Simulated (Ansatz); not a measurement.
**Ge: a closer look at a trial structure**

The task, for Ge: see whether it has a gap, which orbitals make up the states near it and how charge is shared.

Program: Ansatz 0.2.0. Level of theory: DFT PBE, scalar-relativistic, plane waves, PAW. These are calculated values, not measurements.

1 further run of the same task is left out (set aside as unsound or not needed).

## (1) The starting structure

It takes space group Fmmm (No. 69, orthorhombic). The conventional cell has a = 5.067 Å, b = 5.119 Å, c = 6.593 Å, α = 90.00°, β = 90.00°, γ = 90.00°. Ge (site symmetry mm2) is surrounded by 5 Ge at 2.52 to 2.67 Å.

As a file:

```
CELL_PARAMETERS angstrom
2.55926 -3.29628 0.00000
2.55926 3.29628 0.00000
0.00000 0.00000 10.13323
ATOMIC_POSITIONS crystal
Ge 0.30864 0.19136 0.62500
Ge 0.30864 0.19136 0.12500
Ge 0.69136 0.80864 0.62500
Ge 0.80864 0.69136 0.87500
Ge 0.69136 0.80864 0.12500
Ge 0.19136 0.30864 0.87500
Ge 0.80864 0.69136 0.37500
Ge 0.19136 0.30864 0.37500
```

The cell was relaxed beforehand at this level, from a generated guess; it needn't be the stable form of this composition. At a tolerance of 0.05 Å it has space group Fmmm (No. 69); it has 21.37 Å³/atom, an uncorrected energy of +0.22 eV/atom over the standard state.

## (2) Static run: bands, density of states and charges

File input.yaml:

```yaml
crystal:
  lattice:
    - [2.5592552238, -3.2962821571, 0.0]
    - [2.5592552238, 3.2962821571, 0.0]
    - [0.0, 0.0, 10.1332265518]
  atoms:
    - { symbol: Ge, position: [0.3086411812, 0.1913588188, 0.625] }
    - { symbol: Ge, position: [0.3086411812, 0.1913588188, 0.125] }
    - { symbol: Ge, position: [0.6913588188, 0.8086411812, 0.625] }
    - { symbol: Ge, position: [0.8086411812, 0.6913588188, 0.875] }
    - { symbol: Ge, position: [0.6913588188, 0.8086411812, 0.125] }
    - { symbol: Ge, position: [0.1913588188, 0.3086411812, 0.875] }
    - { symbol: Ge, position: [0.8086411812, 0.6913588188, 0.375] }
    - { symbol: Ge, position: [0.1913588188, 0.3086411812, 0.375] }
basis:
  ecutwfc: 420
kpoints:
  mp_grid: { grid: [10, 10, 4] }
  band_path:
    path:
      - [[0.0, 0.0, 0.0], [-0.5, -0.5, 0.0], [-0.5, -0.5, 0.61082074]]
      - [[0.5, -0.5, 1.38917926], [0.5, -0.5, 0.0], [0.14555409, -0.85444591, 0.0]]
      - [[-0.14555409, -0.14555409, 2.0], [0.0, 0.0, 2.0], [0.24146043, -0.24146043, 2.0]]
      - [[-0.24146043, -0.75853957, 0.0], [-0.5, -0.5, 0.0]]
    npoints: 14
hamiltonian:
  xc: pbe
scf:
  occupations: { method: gaussian, width: 0.1 }
  n_extra_bands: 20
output:
  forces: true
  stress: true
  eigenvalues: true
  populations: true
  dos: { projected: true, de: 0.02, nscf_kmesh: { grid: [12, 12, 5] } }
  bader: true
  write_density: true
  write_potential: true
  elf: true
  volumetric_format: npy
```

Started as:

```sh
ansatz run input.yaml --threads 1 --pin off --max-ram 2560MiB --backend cpu --events-out ev --progress --plain --runs-dir out
```

Log:

```text
Warning: RAYON_NUM_THREADS=1 ignored (pool sized by the plan → 1); use --threads N
scf.n_extra_bands = 20 over 56 filled bands (N_el = 112.0): the run solves 76 bands
Engine: ansatz 0.2.0, aarch64-unknown-linux-gnu
Pseudopotentials: kind: paw
Pseudopotential: Ge, paw, valence charge 14, recommended cutoff 420 eV (normal), Ge.paw.azcp
Functional definition: PBE
  parameter kappa = 0.804
  parameter beta = 0.06672455060314922
  exchange = pbe_x(kappa = kappa, mu = beta*pi^2/3)
  correlation = pbe_c(beta = beta)
Crystal: 8 atoms, lattice volume = 170.968 Å³
Basis set: ecut = 420 eV, 3267 PW (Γ), exchange–correlation on 60×60×144 points (8 copies of the dense FFT grid, shifted against one another)
Bands: 76, of which v1, the nominal top of the filled ones, is band 56 counted from 1 (55 counted from 0)
Symmetry: 32 space group operations
Space group: Fmmm (ITA 69), of the structure as read, at distance tolerance 5.6e-5 Å
k-points: 93 of 400
Non-local potential: Ge, projectors of the file, l = 0: 2, l = 1: 2, l = 2: 3, l = 3: 1
PAW form: soft (Blöchl's): semilocal exchange-correlation on the pseudo side does not see the compensation charge
PAW one-centre angular grid: Ge, 590 points (default); XC on 64 Gauss nodes
Initial density: superposition of atomic densities (neutral atoms: chi_scale 0, normalization atom), corrected by the library's trained network
Initial wavefunctions: pseudopotential atomic-orbital guess
Functional: x = pbe(κ = 0.804, μ = 0.2195149727645171), c = pbe(β = 0.06672455060314922)
SCF iter   1: F=—  HF=-34358.122852 eV  |F-HF|=—  |Δ(HF+E_count)|=         —  Δρ=2.52e-3  dr2=1.65e-2  ethr=1.77e-3  ⟨swp⟩=5.1  Hψ=25033  notcnv=0  defer=284
preconditioner: auto → Kerker (q_TF=auto, 2.543 Å⁻¹)  [metal: Δε(μ)=0.022 eV  Ē_g=24.138 eV  σ=0.100 eV  W_gap=0.12  n_scr=52 (ndim 8)  ℏωp=30.1 eV  f_vac=0.000  D(μ)=2.08/eV (n_scr^D=4)]
SCF iter   2: F=—  HF=-34358.117467 eV  |F-HF|=—  |Δ(HF+E_count)|=   5.39e-3  Δρ=1.65e-3  dr2=7.65e-3  ethr=1.47e-5  ⟨swp⟩=2.0  Hψ=13246  notcnv=0  defer=390
SCF iter   3: F=—  HF=-34358.116257 eV  |F-HF|=—  |Δ(HF+E_count)|=   1.21e-3  Δρ=8.84e-4  dr2=1.01e-3  ethr=6.83e-6  ⟨swp⟩=2.0  Hψ=11063  notcnv=0  defer=390
SCF iter   4: F=—  HF=-34358.114942 eV  |F-HF|=—  |Δ(HF+E_count)|=   1.32e-3  Δρ=3.37e-4  dr2=1.33e-4  ethr=9.01e-7  ⟨swp⟩=2.0  Hψ=11060  notcnv=0  defer=390
SCF iter   5: F=—  HF=-34358.114901 eV  |F-HF|=—  |Δ(HF+E_count)|=   4.06e-5  Δρ=1.44e-4  dr2=3.04e-5  ethr=1.18e-7  ⟨swp⟩=2.0  Hψ=11062  notcnv=0  defer=390
SCF iter   6: F=—  HF=-34358.114939 eV  |F-HF|=—  |Δ(HF+E_count)|=   3.73e-5  Δρ=6.63e-5  dr2=5.59e-6  ethr=2.72e-8  ⟨swp⟩=2.0  Hψ=11057  notcnv=0  defer=390
SCF iter   7: F=—  HF=-34358.114936 eV  |F-HF|=—  |Δ(HF+E_count)|=   2.32e-6  Δρ=2.76e-5  dr2=7.28e-7  ethr=4.99e-9  ⟨swp⟩=2.0  Hψ=11061  notcnv=0  defer=390
SCF iter   8: F=-34358.114936 eV  HF=-34358.114936 eV  |F-HF|=6.27e-8  |Δ(HF+E_count)|=   6.08e-7  Δρ=5.60e-6  dr2=3.11e-8  ethr=8.93e-11  ⟨swp⟩=10.4  Hψ=45911  notcnv=0
SCF 1 converged in 8 iterations: F = -34358.114936 eV  dr2 = 3.11e-8
NSCF: frozen V_eff on 102 k-points
NSCF: frozen V_eff on 129 k-points
SCF converged after 8 iterations
Free energy (F): -34358.114936 eV
Harris-Foulkes:  -34358.114936 eV  (|F-HF|=6.27e-8)
Internal energy: -34358.104419 eV  (E = F + TS)
E sigma→0 (E₀):  -34358.109677 eV
Entropy (-TS):   -0.010517 eV (-1.315 meV/atom)
Fermi energy:    8.946340 eV
--- Per-component energies (eV) ---
  E_band       = -1111.351919
  E_kinetic    = 884.028537
  E_local      = -18681.353945  (includes V_loc(G=0)·N_el)
  E_nonlocal   = 3335.350256
  E_hartree    = 8172.155240
  E_xc         = -602.677038
  E_vxc        = -514.009450  (∫ρ·V_xc dr)
  E_paw        = -16146.117959  (= ΣΔE_a)
  E_vpaw       = -2479.711371  (= ΣTr[D̂ρ^β])
  E_aug_tail   = 0.002917  (compensation charges beyond the density's cutoff)
  E_ewald      = -11319.492427
  E_smearing   = -0.010517  (= −TS)
  E_closure    = 0.000000  (closes the sum)
  Σ components = -34358.114936   (vs F -34358.114936, Δ=0.00e0)
--- Forces (eV/Å), atoms counted from 1 ---
  atom   1  Ge     0.00000000     0.00350186    -0.00000000
  atom   2  Ge    -0.00000000     0.00350186    -0.00000000
  atom   3  Ge    -0.00000000    -0.00350186    -0.00000000
  atom   4  Ge    -0.00000000     0.00350186     0.00000000
  atom   5  Ge     0.00000000    -0.00350186    -0.00000000
  atom   6  Ge    -0.00000000    -0.00350186     0.00000000
  atom   7  Ge    -0.00000000     0.00350186     0.00000000
  atom   8  Ge    -0.00000000    -0.00350186     0.00000000
  max |Σ_I F_I| component: 6.94e-18 eV/Å
--- Stress (GPa, compression-positive) ---
       -0.021401      -0.000000      -0.000000
        0.000000       0.006543       0.000000
        0.000000       0.000000       0.043313
  P = ⅓ Tr σ = 0.0095 GPa (0.095 kbar)
--- Band table (eV; the first three rows and the last of 93) ---
  k-point 0: bands = ["-15.6022", "-15.5630", "-15.5630", "-15.5397", "-15.5366", "-15.5366", "-15.5329", "-15.5307", "-15.4895", "-15.4798", "-15.4798", "-15.4588", "-15.4585", "-15.4585", "-15.4578", "-15.4578", "-15.4499", "-15.4492", "-15.4456", "-15.4364", "-15.4319", "-15.4226", "-15.4027", "-15.4027", "-15.3997", "-15.3997", "-15.3815", "-15.3796", "-15.3781", "-15.3781", "-15.3772", "-15.3771", "-15.3771", "-15.3267", "-15.3267", "-15.3076", "-15.3008", "-15.2973", "-15.2910", "-15.2910", "-3.4612", "-2.0909", "-2.0909", "0.7918", "3.2102", "3.9915", "4.6014", "4.6014", "5.6190", "6.9768", "6.9768", "7.4051", "7.4051", "7.6742", "8.3023", "9.1059", "9.2033", "9.3481", "10.7921", "10.7921", "10.7970", "11.7983", "12.0226", "12.0226", "12.4059", "12.4059", "14.2438", "14.2914", "15.1724", "15.5092", "15.6161", "15.6161", "16.3372", "16.3372", "16.5134", "18.0462"]
  k-point 1: bands = ["-15.6001", "-15.5807", "-15.5477", "-15.5403", "-15.5386", "-15.5345", "-15.5269", "-15.5249", "-15.4996", "-15.4887", "-15.4747", "-15.4686", "-15.4604", "-15.4597", "-15.4593", "-15.4557", "-15.4507", "-15.4431", "-15.4352", "-15.4329", "-15.4276", "-15.4144", "-15.4138", "-15.4122", "-15.3949", "-15.3924", "-15.3878", "-15.3805", "-15.3790", "-15.3780", "-15.3775", "-15.3772", "-15.3739", "-15.3421", "-15.3160", "-15.3072", "-15.2981", "-15.2968", "-15.2933", "-15.2900", "-3.3746", "-2.6854", "-1.3465", "0.3568", "3.2967", "3.9912", "4.5180", "5.3860", "5.7074", "6.3986", "6.5977", "7.4265", "7.6726", "7.8263", "8.0645", "8.9739", "9.0686", "9.3352", "10.0785", "10.8760", "11.4975", "11.7058", "12.0641", "12.3660", "12.6612", "13.2081", "13.9728", "14.0513", "14.5472", "15.0169", "15.5677", "15.6231", "16.1302", "16.7763", "17.9034", "18.0498"]
  k-point 2: bands = ["-15.5932", "-15.5932", "-15.5423", "-15.5423", "-15.5373", "-15.5373", "-15.5161", "-15.5161", "-15.4988", "-15.4988", "-15.4847", "-15.4847", "-15.4607", "-15.4607", "-15.4528", "-15.4528", "-15.4409", "-15.4409", "-15.4286", "-15.4286", "-15.4245", "-15.4245", "-15.4100", "-15.4100", "-15.3998", "-15.3998", "-15.3843", "-15.3843", "-15.3787", "-15.3787", "-15.3777", "-15.3777", "-15.3595", "-15.3595", "-15.3098", "-15.3098", "-15.2954", "-15.2954", "-15.2925", "-15.2925", "-3.1152", "-3.1152", "-0.4906", "-0.4906", "3.5566", "3.5566", "5.5760", "5.5760", "5.9700", "5.9700", "6.3379", "6.3379", "8.3369", "8.3369", "8.4191", "8.4191", "8.6048", "8.6048", "11.0129", "11.0129", "11.1113", "11.1113", "13.0058", "13.0058", "13.3561", "13.3561", "13.4856", "13.4856", "14.1102", "14.1102", "16.2990", "16.2990", "16.7864", "16.7864", "16.9257", "16.9257"]
  k-point 92: bands = ["-15.5812", "-15.5812", "-15.5496", "-15.5496", "-15.5266", "-15.5266", "-15.5103", "-15.5103", "-15.5009", "-15.5009", "-15.4566", "-15.4566", "-15.4499", "-15.4499", "-15.4425", "-15.4425", "-15.4422", "-15.4422", "-15.4355", "-15.4355", "-15.4224", "-15.4224", "-15.4122", "-15.4122", "-15.3920", "-15.3920", "-15.3919", "-15.3919", "-15.3871", "-15.3871", "-15.3779", "-15.3779", "-15.3677", "-15.3677", "-15.3237", "-15.3237", "-15.3199", "-15.3199", "-15.2874", "-15.2874", "-1.1006", "-1.1006", "0.8803", "0.8803", "1.6777", "1.6777", "1.7236", "1.7236", "4.3196", "4.3196", "5.9694", "5.9694", "6.6132", "6.6132", "6.8117", "6.8117", "8.0211", "8.0211", "11.0485", "11.0485", "12.6139", "12.6139", "14.8598", "14.8598", "15.7048", "15.7048", "16.0250", "16.0250", "18.1328", "18.1328", "18.2644", "18.2644", "18.6336", "18.6336", "18.6695", "18.6695"]
--- Löwdin populations: 8 sites ---
  site symbol       q [e]
     0     Ge     13.9775
     1     Ge     13.9775
     2     Ge     13.9775
     3     Ge     13.9775
     4     Ge     13.9775
     5     Ge     13.9775
     6     Ge     13.9775
     7     Ge     13.9775
  spilling = 0.001609 (of n_electrons = 112.000000)
--- Bader charges: 8 sites ---
  site symbol  charge [e]  shift [e]
     0     Ge      0.0000     0.0000
     1     Ge      0.0000     0.0000
     2     Ge      0.0000     0.0000
     3     Ge      0.0000     0.0000
     4     Ge      0.0000     0.0000
     5     Ge      0.0000     0.0000
     6     Ge      0.0000     0.0000
     7     Ge      0.0000     0.0000
  estimated error of the sums over rays = 1.1e-4 e
```

Wall time 4.7 min (1 thread of Arm Neoverse V1, shared host); peak memory 1.3 GiB.

Per atom:

```csv
atom,Löwdin electrons,Bader charge (e),Bader volume (Å³)
Ge1,13.98,+0.00,21.4
Ge2,13.98,+0.00,21.4
Ge3,13.98,+0.00,21.4
Ge4,13.98,+0.00,21.4
Ge5,13.98,+0.00,21.4
Ge6,13.98,+0.00,21.4
Ge7,13.98,+0.00,21.4
Ge8,13.98,+0.00,21.4
```

The Löwdin counts miss 0.18 of the 112 electrons, which the atomic orbitals do not span, so they are no charges.

From bands.tsv, the levels nearest the Fermi level at the path's corners, in eV from the Fermi level:

| point | band 54 | band 55 | band 56 | band 57 | band 58 | band 59 | band 60 | band 61 |
| --- | --- | --- | --- | --- | --- | --- | --- | --- |
| Γ | -1.27 | -0.64 | 0.16 | 0.26 | 0.40 | 1.85 | 1.85 | 1.85 |
| Y | -3.31 | -1.28 | -1.21 | -1.16 | -0.62 | 1.92 | 2.89 | 2.89 |
| C0 | -2.48 | -2.00 | -1.81 | -1.66 | -0.14 | 1.37 | 2.86 | 3.10 |
| A0 | -2.48 | -2.00 | -1.81 | -1.66 | -0.14 | 1.37 | 2.86 | 3.10 |
| Z | -3.31 | -1.28 | -1.21 | -1.16 | -0.62 | 1.92 | 2.89 | 2.89 |
| B0 | -0.49 | -0.47 | 0.75 | 0.75 | 1.83 | 1.83 | 2.32 | 3.78 |
| D0 | -0.49 | -0.47 | 0.75 | 0.75 | 1.83 | 1.83 | 2.32 | 3.78 |
| T | -1.27 | -0.64 | 0.16 | 0.26 | 0.40 | 1.85 | 1.85 | 1.85 |
| G0 | -1.54 | -0.62 | -0.48 | 0.00 | 0.28 | 1.29 | 1.29 | 3.67 |
| H0 | -1.54 | -0.62 | -0.48 | 0.00 | 0.28 | 1.29 | 1.29 | 3.67 |
| Y | -3.31 | -1.28 | -1.21 | -1.16 | -0.62 | 1.92 | 2.89 | 2.89 |

States per cell in windows of 1 eV, from dos.tsv and pdos.tsv (zero at the Fermi level):

```csv
from,to,total,Ge 4s,Ge 4p
-8,-7,2.59,1.52,1.05
-7,-6,2.48,1.54,0.92
-6,-5,1.45,0.93,0.51
-5,-4,1.50,0.44,1.05
-4,-3,3.30,0.39,2.90
-3,-2,3.86,0.40,3.44
-2,-1,4.39,0.37,3.99
-1,0,4.00,0.37,3.57
0,1,2.75,0.48,2.21
1,2,2.90,0.72,2.07
2,3,3.64,0.65,2.68
3,4,4.47,0.53,3.44
4,5,4.82,0.56,3.53
5,6,4.80,0.42,3.41
```

A further 88 or so states lie below the table's range.

Density in a lattice plane of the grid's cell (edges 4.17 and 10.13 Å, at 0.191 of the third edge), which holds Ge.

Values in e/Å³, 12 rows by 6 columns:
```
0.44 1.74 0.43 0.09 0.04 0.11
0.44 1.77 0.42 0.09 0.04 0.11
0.13 0.29 0.27 0.11 0.05 0.05
0.18 1.14 7.50 0.52 0.13 0.09
0.18 1.19 8.79 0.53 0.13 0.09
0.13 0.29 0.28 0.11 0.05 0.05
0.44 1.73 0.44 0.09 0.04 0.11
0.43 1.63 0.46 0.09 0.04 0.11
0.13 0.29 0.30 0.11 0.05 0.05
0.18 1.21 9.55 0.53 0.13 0.09
0.18 1.20 9.20 0.53 0.13 0.09
0.13 0.29 0.30 0.11 0.05 0.05
```
Columns run along the first of these edges and rows up along the second, over one cell in 6 and 12 even steps from the bottom left corner. Atoms in the plane (fractional): Ge at (0.31, 0.62), Ge at (0.31, 0.12).

ELF in the same plane.

Values, 12 rows by 6 columns:
```
0.38 0.28 0.45 0.29 0.06 0.25
0.38 0.28 0.45 0.29 0.06 0.25
0.26 0.58 0.54 0.27 0.07 0.06
0.47 0.35 0.07 0.40 0.39 0.20
0.47 0.34 0.08 0.39 0.39 0.20
0.26 0.57 0.54 0.27 0.07 0.06
0.38 0.27 0.45 0.29 0.06 0.25
0.38 0.28 0.45 0.29 0.06 0.25
0.26 0.58 0.54 0.26 0.07 0.06
0.47 0.34 0.09 0.39 0.39 0.20
0.47 0.35 0.09 0.39 0.39 0.20
0.26 0.58 0.55 0.26 0.06 0.06
```
Columns run along the first of these edges and rows up along the second, over one cell in 6 and 12 even steps from the bottom left corner. Atoms in the plane (fractional): Ge at (0.31, 0.62), Ge at (0.31, 0.12).

Both are smooth fields of the valence electrons: close to the nuclei they are not physical.

The highest ELF values outside the cores: 0.74 on the Ge–Ge line, 1.2 Å from Ge; 0.50 beside Ge, off the lines to its neighbours, 1.2 Å from Ge.

## (3) Results

```
                 quantity                 value
                      gap          none (metal)
states at the Fermi level  3.30 per eV per cell
            Bader charges            Ge +0.00 e
```

In words: There is no gap at this level. Of the projected weight within 0.25 eV of the Fermi level, the largest part is Ge 4p (88 %).
